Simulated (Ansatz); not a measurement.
# C: the cost of one run

Computed with Ansatz 0.2.0 (DFT LDA, scalar-relativistic, plane waves, PAW, unless a step's input says otherwise).

A COD entry behind a cell of this session may itself be a prediction, so a difference from it is no test against experiment.

22 further runs of the same task are left out: 22 set aside as unsound or not needed.

## Step 1: The structure to begin with

Symmetry: P6_3/mmc, No. 194, hexagonal system. Conventional cell: a = 2.483 Å, b = 2.483 Å, c = 4.136 Å, α = 90.00°, β = 90.00°, γ = 120.00°. Around C (site symmetry 3m) lie 4 C at 1.52 to 1.55 Å.

Coordinates:

```cif
data_structure
_symmetry_space_group_name_H-M 'P6_3/mmc'
_symmetry_Int_Tables_number 194
_cell_length_a 2.4831
_cell_length_b 2.4831
_cell_length_c 4.1359
_cell_angle_alpha 90.000
_cell_angle_beta 90.000
_cell_angle_gamma 120.000
_cell_volume 22.08
loop_
_atom_site_label
_atom_site_type_symbol
_atom_site_symmetry_multiplicity
_atom_site_Wyckoff_symbol
_atom_site_fract_x
_atom_site_fract_y
_atom_site_fract_z
_atom_site_occupancy
C1 C 4 f 0.33333 0.66667 0.06283 1
```

This cell was relaxed beforehand with the same method: volume 5.52 Å³/atom, gap on the mesh 3.03 eV.

## Step 2: Plan of the line

The energy is mapped over two normal modes frozen in (zone-centre modes of the cell shown).

The axes are (1) amplitude of mode 4 (531 cm⁻¹), largest displacement: 11 values from −0.060 Å; (2) amplitude of mode 10 (1296 cm⁻¹), largest displacement: 11 values from −0.060 Å.

Nothing else is relaxed (the cell and all other modes fixed). Energies count from the relaxed high-symmetry cell. Points are written as (first, second).

The modes come from a phonon run on the reference cell, made beforehand.

Displacement patterns for an amplitude of 1 (Å):

```
atom      x1     y1     z1     x2     y2      z2
  C1   1.000  0.000  0.000  0.000  0.000   1.000
  C2  -1.000  0.000  0.000  0.000  0.000   1.000
  C3  -1.000  0.000  0.000  0.000  0.000  -1.000
  C4   1.000  0.000  0.000  0.000  0.000  -1.000
```

## Step 3: The run at (−0.060 Å, 0.036 Å)

Input file input.yaml:

```yaml
crystal:
  lattice:
    - [2.4831064202, 0.0, 0.0]
    - [-1.2415532101, 2.1504332402, 0.0]
    - [0.0, 0.0, 4.1359115932]
  atoms:
    - { symbol: C, position: [0.3091700516, 0.6666666667, 0.0715298787] }
    - { symbol: C, position: [0.6908299484, 0.3333333333, 0.5715298787] }
    - { symbol: C, position: [0.3574966151, 0.6666666667, 0.4284701213] }
    - { symbol: C, position: [0.6425033849, 0.3333333333, 0.9284701213] }
basis:
  ecutwfc: 520.0
kpoints:
  mp_grid: { grid: [12, 12, 6] }
hamiltonian:
  xc: lda
  pseudopotentials: { kind: paw, azcp: { folder: soft_1 } }
scf:
  occupations: { method: gaussian, width: 0.05 }
output:
  forces: true
  stress: true
  eigenvalues: true
```

On the command line:

```bash
$ ansatz run input.yaml --threads 1 --pin off --max-ram 2048MiB --backend cpu --events-out ev --progress --plain --runs-dir out
```

Q: Estimate wall time and peak memory on 1 thread of Arm Neoverse V1, shared host.

About 6.3 s, with a peak of 0.32 GiB.
